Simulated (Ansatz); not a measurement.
AlPt in Ansatz: the effect of target pressure

Crystal: AlPt.

```xyz
2
Lattice="3.0915 0.0000 0.0000 0.0000 3.0915 0.0000 0.0000 0.0000 3.0915" Properties=species:S:1:pos:R:3 pbc="T T T"
Pt    1.5458    1.5458    1.5458
Al    0.0000    0.0000    0.0000
```

Measurements of this composition are mostly on another form, of space group No. 198.

Alike in all runs:

```yaml
Program: Ansatz 0.2.0
Task: relaxation of cell and atoms
Functional: r2SCAN
Potentials_or_basis: Ansatz PAW
Cutoff: "500 eV (not typed: the program's choice for these potentials)"
k_mesh: 9 × 9 × 9
Occupations: fermi-dirac, width 0.05 eV
Spin: no spin polarisation
```

Each run relaxes the cell or the atoms first.

Q: One run gave: relaxed volume 13.79 Å³/atom. Which target pressure did it use?
A. 30 GPa
B. 10 GPa
C. 2 GPa
D. 0 GPa
E. 20 GPa

A: B.

```tsv
target pressure	relaxed volume (Å³/atom)
0 GPa	14.41
2 GPa	14.27
5 GPa	14.08
10 GPa	13.79
20 GPa	13.29
30 GPa	12.87
```

Caveats: the plane-wave basis is chosen anew once the cell has moved, so the energies of steps on either side of that aren't comparable; the PAW data sets come from PBE, with cores solved anew for the run's functional, which leaves a small shift of forces and pressure.
